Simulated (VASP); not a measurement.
# How smearing change a VASP run on CdSe, part 2 of 2

A convergence test on CdSe: the smearing. The atoms are off their equilibrium sites, so that forces can be compared too. The series runs use r2SCAN. Left out of this account: 6 further runs (self-consistent run: it shows nothing beyond the runs told). The atoms of the start are displaced at random from the sites of a F-43m cell.

VASP 6.6.1; r2SCAN; plane waves and PAW (Cd, Se).

Still holding for the runs below: Spin-orbit coupling is off here; it would split degenerate levels, and it lifts a valence top of Se p states by about 0.1 eV.

So far. Step 7 (Smearing: ISMEAR = 2, SIGMA = 0.01): Against the first of the series the energy at zero width stays within 0.01 meV an atom and the pressure within 0.01 GPa, after 14 cycles in 6.2 min. The entropy term T·S comes to 0.00 meV an atom in size.

## Step 8: Smearing: ISMEAR = 2, SIGMA = 0.05

The input, INCAR:

```
SYSTEM = CdSe
PREC = Accurate
ENCUT = 400
EDIFF = 1E-06
NELM = 100
ISMEAR = 2
SIGMA = 0.05
LREAL = .FALSE.
ALGO = Normal
METAGGA = R2SCAN
LASPH = .TRUE.
NBANDS = 15
LORBIT = 11
LWAVE = .FALSE.
LCHARG = .FALSE.
KPAR = 2
ISIF = 2
```

The input, POSCAR:

```
CdSe
1.0
    0.0000000000      3.0702711986      3.0702711986
    3.0702711986      0.0000000000      3.0702711986
    3.0702711986      3.0702711986      0.0000000000
Cd Se
1 1
Direct
   -0.0077400000      0.0104390000      0.0035350000
    0.7666130000      0.7505300000      0.7362150000
```

The input, KPOINTS:

```
Automatic mesh
0
Gamma
8 8 8
0 0 0
```

The projector-augmented-wave data sets are Cd and Se (PBE family, release 64).

Command:

```sh
> mpirun -np 2 vasp_std
```

The log of the run:

```text
[... set-up lines as in an earlier step ...]
 entering main loop
       N       E                     dE             d eps       ncg     rms          rms(c)
DAV:   1     0.588303085782E+02    0.58830E+02   -0.77843E+03  8056   0.883E+02
DAV:   2    -0.373141912886E+02   -0.96144E+02   -0.91907E+02  9319   0.242E+02
DAV:   3    -0.407724743211E+02   -0.34583E+01   -0.34525E+01  9095   0.487E+01
DAV:   4    -0.407855755533E+02   -0.13101E-01   -0.13089E-01 10075   0.297E+00
[... 1 cycle as in an earlier step ...]
DAV:   6    -0.359127121561E+02    0.48729E+01   -0.31531E+00  7905   0.250E+01    0.738E+00
DAV:   7    -0.358778756586E+02    0.34836E-01   -0.22080E-01  9137   0.496E+00    0.433E+00
DAV:   8    -0.358884431415E+02   -0.10567E-01   -0.76246E-02  8941   0.298E+00    0.818E-01
DAV:   9    -0.358927276833E+02   -0.42845E-02   -0.72230E-03 10201   0.692E-01    0.226E-01
DAV:  10    -0.358927458974E+02   -0.18214E-04   -0.23853E-03  9151   0.496E-01    0.125E-01
DAV:  11    -0.358926929843E+02    0.52913E-04   -0.12891E-04  9536   0.165E-01    0.615E-02
DAV:  12    -0.358926842879E+02    0.86964E-05   -0.14898E-04  8689   0.149E-01    0.177E-02
DAV:  13    -0.358926824122E+02    0.18757E-05   -0.49724E-06  9347   0.333E-02    0.414E-03
DAV:  14    -0.358926819195E+02    0.49272E-06   -0.75766E-07  4740   0.105E-02
   1 F= -.35892682E+02 E0= -.35892683E+02  d E =0.431170E-05
```

It took 6.9 min on 2 MPI ranks of AMD EPYC 7R43, shared host; peak memory 0.5 GiB; 14 min of CPU time.

Parts of OUTCAR (step 8):

```text
  Total       -0.0859756     -0.0328177     -0.0451769      0.2375347     -0.4861727      0.0669879
  in kB       -2.3797176     -0.9083598     -1.2504505      6.5747216    -13.4567731      1.8541586
  external PRESSURE =      -1.5128426 kB  Pullay stress =       0.0000000 kB

 POSITION                                       TOTAL-FORCE (eV/Angst)
 -----------------------------------------------------------------------------------
      0.04290      3.05736      3.07856        -0.368715      0.039826      0.177508
      4.56471      4.61409      4.65804         0.368715     -0.039826     -0.177508
 -----------------------------------------------------------------------------------
    total drift:                               -0.000304      0.000865     -0.002426

  FREE ENERGIE OF THE ION-ELECTRON SYSTEM (eV)
  ---------------------------------------------------
  free  energy   TOTEN  =       -35.8926819195 eV

  energy  without entropy=      -35.8926862312  energy(sigma->0) =      -35.89268300

[... 2 parts as in an earlier step ...]

[... 1 further part left out ...]
[key lines of the parts left out:]
E-fermi :   0.4935
```

Against the run before the energy at zero width stays within 0.01 meV an atom and the pressure within 0.01 GPa, after 14 cycles in 6.9 min. The entropy term T·S comes to 0.00 meV an atom in size.

## Step 9: Smearing: ISMEAR = 2, SIGMA = 0.1

INCAR, as its differences from that of step 8:

```diff
@@ -6,3 +6,3 @@
 ISMEAR = 2
-SIGMA = 0.05
+SIGMA = 0.1
 LREAL = .FALSE.
```

POSCAR is that of step 8.

KPOINTS is that of step 8.

Command:

```sh
> mpirun -np 2 vasp_std
```

The log of the run:

```text
[... set-up lines as in an earlier step ...]
 entering main loop
       N       E                     dE             d eps       ncg     rms          rms(c)
DAV:   1     0.588304520703E+02    0.58830E+02   -0.77843E+03  8056   0.883E+02
DAV:   2    -0.373141805410E+02   -0.96145E+02   -0.91917E+02  9319   0.242E+02
DAV:   3    -0.407724777130E+02   -0.34583E+01   -0.34525E+01  9095   0.487E+01
DAV:   4    -0.407855676339E+02   -0.13090E-01   -0.13089E-01 10075   0.297E+00
[...]
DAV:  12    -0.358926879770E+02    0.96193E-05   -0.14894E-04  8696   0.149E-01    0.176E-02
DAV:  13    -0.358926860991E+02    0.18779E-05   -0.49698E-06  9333   0.333E-02    0.414E-03
DAV:  14    -0.358926855990E+02    0.50007E-06   -0.77563E-07  4761   0.106E-02
   1 F= -.35892686E+02 E0= -.35892681E+02  d E =-.197215E-04
```

It took 7.1 min on 2 MPI ranks; peak memory 0.5 GiB; 14 min of CPU time.

OUTCAR, selected parts (step 9):

```text
  Total       -0.0856383     -0.0327574     -0.0450542      0.2376261     -0.4862390      0.0671286
  in kB       -2.3703832     -0.9066912     -1.2470555      6.5772525    -13.4586098      1.8580511
  external PRESSURE =      -1.5080433 kB  Pullay stress =       0.0000000 kB

 POSITION                                       TOTAL-FORCE (eV/Angst)
 -----------------------------------------------------------------------------------
      0.04290      3.05736      3.07856        -0.368693      0.039753      0.177470
      4.56471      4.61409      4.65804         0.368693     -0.039753     -0.177470
 -----------------------------------------------------------------------------------
    total drift:                               -0.000289      0.000851     -0.002432

  FREE ENERGIE OF THE ION-ELECTRON SYSTEM (eV)
  ---------------------------------------------------
  free  energy   TOTEN  =       -35.8926855990 eV

  energy  without entropy=      -35.8926658775  energy(sigma->0) =      -35.89268067

[... 2 parts as in an earlier step ...]

[... 1 further part left out ...]
[key lines of the parts left out:]
E-fermi :   0.5250
```

Against the run before the energy at zero width stays within 0.01 meV an atom and the pressure within 0.01 GPa, after 14 cycles in 7.1 min. The entropy term T·S comes to 0.01 meV an atom in size.

## Step 10: Smearing: ISMEAR = 2, SIGMA = 0.2

INCAR, as its differences from that of step 9:

```diff
@@ -6,3 +6,3 @@
 ISMEAR = 2
-SIGMA = 0.1
+SIGMA = 0.2
 LREAL = .FALSE.
```

POSCAR is that of step 9.

KPOINTS is that of step 9.

Command:

```sh
> mpirun -np 2 vasp_std
```

The log of the run:

```text
[... set-up lines as in an earlier step ...]
 entering main loop
       N       E                     dE             d eps       ncg     rms          rms(c)
DAV:   1     0.588305113074E+02    0.58831E+02   -0.77843E+03  8056   0.883E+02
DAV:   2    -0.373141694750E+02   -0.96145E+02   -0.91917E+02  9319   0.242E+02
DAV:   3    -0.407722326306E+02   -0.34581E+01   -0.34526E+01  9095   0.487E+01
DAV:   4    -0.407853190283E+02   -0.13086E-01   -0.13086E-01 10075   0.297E+00
[...]
DAV:  12    -0.358924913045E+02    0.87100E-05   -0.14904E-04  8696   0.149E-01    0.176E-02
DAV:  13    -0.358924894269E+02    0.18775E-05   -0.49775E-06  9333   0.333E-02    0.414E-03
DAV:  14    -0.358924889347E+02    0.49221E-06   -0.75800E-07  4747   0.105E-02
   1 F= -.35892489E+02 E0= -.35892631E+02  d E =0.569774E-03
```

Elapsed: 6.2 min, on 2 MPI ranks; peak memory 0.51 GiB.

OUTCAR, selected parts (step 10):

```text
  Total       -0.0860157     -0.0331550     -0.0454435      0.2393248     -0.4892968      0.0681634
  in kB       -2.3808271     -0.9176971     -1.2578303      6.6242700    -13.5432449      1.8866940
  external PRESSURE =      -1.5187848 kB  Pullay stress =       0.0000000 kB

 POSITION                                       TOTAL-FORCE (eV/Angst)
 -----------------------------------------------------------------------------------
      0.04290      3.05736      3.07856        -0.367757      0.039827      0.177098
      4.56471      4.61409      4.65804         0.367757     -0.039827     -0.177098
 -----------------------------------------------------------------------------------
    total drift:                               -0.000301      0.000864     -0.002433

  FREE ENERGIE OF THE ION-ELECTRON SYSTEM (eV)
  ---------------------------------------------------
  free  energy   TOTEN  =       -35.8924889347 eV

  energy  without entropy=      -35.8930587091  energy(sigma->0) =      -35.89263138

[... 2 parts as in an earlier step ...]

[... 1 further part left out ...]
[key lines of the parts left out:]
E-fermi :   0.4710
```

Against the run before the energy at zero width moves by +0.02 meV an atom while the pressure stays within 0.01 GPa, after 14 cycles in 6.2 min. The entropy term T·S comes to 0.28 meV an atom in size.

## Step 11: Smearing: ISMEAR = 2, SIGMA = 0.5

INCAR, as its differences from that of step 10:

```diff
@@ -6,3 +6,3 @@
 ISMEAR = 2
-SIGMA = 0.2
+SIGMA = 0.5
 LREAL = .FALSE.
```

POSCAR is that of step 10.

KPOINTS is that of step 10.

Command:

```sh
> mpirun -np 2 vasp_std
```

The log of the run:

```text
[... set-up lines as in an earlier step ...]
 entering main loop
       N       E                     dE             d eps       ncg     rms          rms(c)
DAV:   1     0.588303857146E+02    0.58830E+02   -0.77843E+03  8056   0.883E+02
DAV:   2    -0.373138086167E+02   -0.96144E+02   -0.91901E+02  9319   0.242E+02
DAV:   3    -0.407711721399E+02   -0.34574E+01   -0.34510E+01  9095   0.487E+01
DAV:   4    -0.407842620675E+02   -0.13090E-01   -0.13089E-01 10075   0.297E+00
[...]
DAV:  12    -0.358914775491E+02    0.86872E-05   -0.14888E-04  8689   0.149E-01    0.176E-02
DAV:  13    -0.358914756694E+02    0.18797E-05   -0.49841E-06  9312   0.333E-02    0.411E-03
DAV:  14    -0.358914751784E+02    0.49098E-06   -0.75774E-07  4747   0.105E-02
   1 F= -.35891475E+02 E0= -.35892444E+02  d E =0.387362E-02
```

Wall time 5.5 min (2 MPI ranks); peak memory 0.5 GiB; 11 min of CPU time.

OUTCAR, selected parts (step 11):

```text
  Total       -0.0912896     -0.0376801     -0.0501426      0.2399210     -0.4906889      0.0681027
  in kB       -2.5268052     -1.0429466     -1.3878963      6.6407734    -13.5817763      1.8850145
  external PRESSURE =      -1.6525494 kB  Pullay stress =       0.0000000 kB

 POSITION                                       TOTAL-FORCE (eV/Angst)
 -----------------------------------------------------------------------------------
      0.04290      3.05736      3.07856        -0.369393      0.040448      0.178048
      4.56471      4.61409      4.65804         0.369393     -0.040448     -0.178048
 -----------------------------------------------------------------------------------
    total drift:                               -0.000303      0.000866     -0.002429

  FREE ENERGIE OF THE ION-ELECTRON SYSTEM (eV)
  ---------------------------------------------------
  free  energy   TOTEN  =       -35.8914751784 eV

  energy  without entropy=      -35.8953488018  energy(sigma->0) =      -35.89244358

[... 2 parts as in an earlier step ...]

[... 1 further part left out ...]
[key lines of the parts left out:]
E-fermi :   0.5187
```

Against the run before the energy at zero width moves by +0.09 meV an atom and the pressure by -0.01 GPa, after 14 cycles in 5.5 min. The entropy term T·S comes to 1.94 meV an atom in size.

## Step 12: Smearing: ISMEAR = -5

INCAR, as its differences from that of step 11:

```diff
@@ -5,4 +5,4 @@
 NELM = 100
-ISMEAR = 2
-SIGMA = 0.5
+ISMEAR = -5
+SIGMA = 0.05
 LREAL = .FALSE.
```

POSCAR is that of step 11.

KPOINTS is that of step 11.

Command:

```sh
> mpirun -np 2 vasp_std
```

The log of the run:

```text
[... set-up lines as in an earlier step ...]
 entering main loop
       N       E                     dE             d eps       ncg     rms          rms(c)
DAV:   1     0.588414570421E+02    0.58841E+02   -0.77843E+03  8056   0.883E+02
DAV:   2    -0.373141912885E+02   -0.96156E+02   -0.92274E+02  9319   0.242E+02
[... 11 cycles as in an earlier step ...]
DAV:  14    -0.358926865609E+02    0.49236E-06   -0.75723E-07  4740   0.105E-02
   1 F= -.35892687E+02 E0= -.35892687E+02  d E =0.000000E+00
```

The job ended after 4.8 min (2 MPI ranks; peak memory 0.51 GiB; 9.6 min of CPU time).

From OUTCAR (step 12):

```text
  Total       -0.0860441     -0.0327790     -0.0451625      0.2374972     -0.4861532      0.0669207
  in kB       -2.3816141     -0.9072902     -1.2500520      6.5736853    -13.4562341      1.8522975
  external PRESSURE =      -1.5129854 kB  Pullay stress =       0.0000000 kB

[... 5 parts as in an earlier step ...]

[... 1 further part left out ...]
[key lines of the parts left out:]
E-fermi :   0.5094
```

Against the first of the series the energy at zero width stays within 0.01 meV an atom and the pressure within 0.01 GPa, after 14 cycles in 4.8 min.

## Step 13: The smearing series as a table

This step: convergence of r2SCAN results with the smearing; plane waves and PAW (VASP 6.6.1).

Derived from the runs above.

Differences are taken from the run with ISMEAR = -1, SIGMA = 0.01. Results of the series, by row:

```tsv
setting	status	energy less the reference (meV/atom)	pressure (GPa)	largest force difference (meV/Å)	gap (eV)	SCF cycles	wall time (s)
ISMEAR = -1, SIGMA = 0.01	converged	0	-0.1513	0	0.9855	14	308.1
ISMEAR = -1, SIGMA = 0.05	converged	8.00e-5	-0.1513	0	0.9855	14	331.1
ISMEAR = -1, SIGMA = 0.1	converged	0.01875	-0.1508	0.002	0.9854	14	374.1
ISMEAR = -1, SIGMA = 0.2	converged	0.3861	-0.1394	0.049	0.986	14	357.1
ISMEAR = -1, SIGMA = 0.5	converged	21.86	0.2064	1.947	-	14	396.1
ISMEAR = 2, SIGMA = 0.01	converged	0	-0.1513	0	0.9855	14	369.1
ISMEAR = 2, SIGMA = 0.05	converged	0.00178	-0.1513	0.02	0.9855	14	414.1
ISMEAR = 2, SIGMA = 0.1	converged	0.002945	-0.1508	0.093	0.9855	14	425.1
ISMEAR = 2, SIGMA = 0.2	converged	0.02759	-0.1519	0.954	0.9861	14	372.1
ISMEAR = 2, SIGMA = 0.5	converged	0.1215	-0.1653	0.682	0.9862	14	330.1
ISMEAR = -5	converged	0	-0.1513	0	0.9855	14	288.1
```

## Step 14: Results

```json
{
 "spread of the pressure over the smearing": "0.372 GPa",
 "spread of the energy over the smearing": "21.9 meV/atom"
}
```

**Reading.** The usual rule keeps the entropy term T·S under 1 meV an atom, which holds up to a width of 0.1 eV for Fermi-Dirac and 0.2 eV for second-order Methfessel-Paxton. Farthest in energy from the narrowest smearing lies ISMEAR = -1, SIGMA = 0.5 (+21.9 meV an atom, +0.36 GPa, 1.9 meV/Å in forces). Methfessel-Paxton smearing is made for metals and can give negative occupations at band edges.

[Lines on the potential files, build, host, timing and source positions are cut from VASP's logs without a mark.]

[Logs are printed without paths, hosts, clocks, repeated set-up lines and the standing remarks that a program may print on its own settings, such as how far it seeks lower states.]

[Hosts, paths, dates, database ids (printed as entryN), source tags and the programs' standing remarks are cut or masked in the printed files.]

[A measured line is paired with the nearest computed mode of its activity, which favours agreement.]

[In band tables of VASP the shares of atoms and orbitals are scaled to a sum of 1 inside the atoms' spheres.]
